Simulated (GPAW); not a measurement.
Set up this calculation in GPAW 26.7.0, as an ASE script.

| Property | Result |
| --- | --- |
| Task | single point |
| Functional | LDA |
| Potentials or basis | the program's PAW data sets (release 1.2.1) made for this functional |
| Cutoff | 450 eV |
| Basis | pw |
| k mesh | 9 × 9 × 9 |
| Occupations | fermi-dirac, width 0.05 eV |
| Spin | no spin polarisation |
| Maxiter | 80 |

The structure of Ag lies in POSCAR:

```
Ag
1.0
    0.0000000000      2.0958320190      2.0958320190
    2.0958320190      0.0000000000      2.0958320190
    2.0958320190      2.0958320190      0.0000000000
Ag
1
Direct
    0.0000000000      0.0000000000      0.0000000000
```

The cell isn't the ideal one: volume scaled by 1.08.

These files were run (other wordings do the same):

run.py

```python
from ase.dft.bandgap import bandgap
from ase.io import read, write
from ase.units import GPa
from gpaw import GPAW, PW

atoms = read('POSCAR')

calc = GPAW(mode=PW(450),
            xc='LDA',
            kpts={'size': (9, 9, 9), 'gamma': True},
            occupations={'name': 'fermi-dirac', 'width': 0.05},
            nbands=18,
            convergence={'density': 1e-05, 'energy': 1e-05},
            maxiter=80,
            txt='gpaw.txt')
atoms.calc = calc
energy = atoms.get_potential_energy()
forces = atoms.get_forces()
stress = atoms.get_stress()
calc.write('gs.gpw')
write('result.traj', atoms)
print(f'Energy: {energy:.6f} eV')
print('Forces (eV/A):')
print(forces.round(4))
print('Stress (GPa):', (stress / GPa).round(3))
print('Fermi level:', round(calc.get_fermi_level(), 4), 'eV')
print(f'Gap: {bandgap(calc)[0]:.4f} eV, direct: {bandgap(calc, direct=True)[0]:.4f} eV')
```

Potentials or basis: the program's PAW data sets (release 1.2.1) made for this functional, pw.

The run is started by

```bash
$ OMP_NUM_THREADS=1 python run.py
```

Results of the run:

* Pressure: -14.1 GPa
* Band gap on the k mesh: none (metal or under the smearing width)

Caveat: the cutoff is short for stress and forces, so pressures can be off by a GPa or more.

Wall time 5.5 s on 1 thread of Arm Neoverse V1 (shared host), peak memory 0.15 GiB.
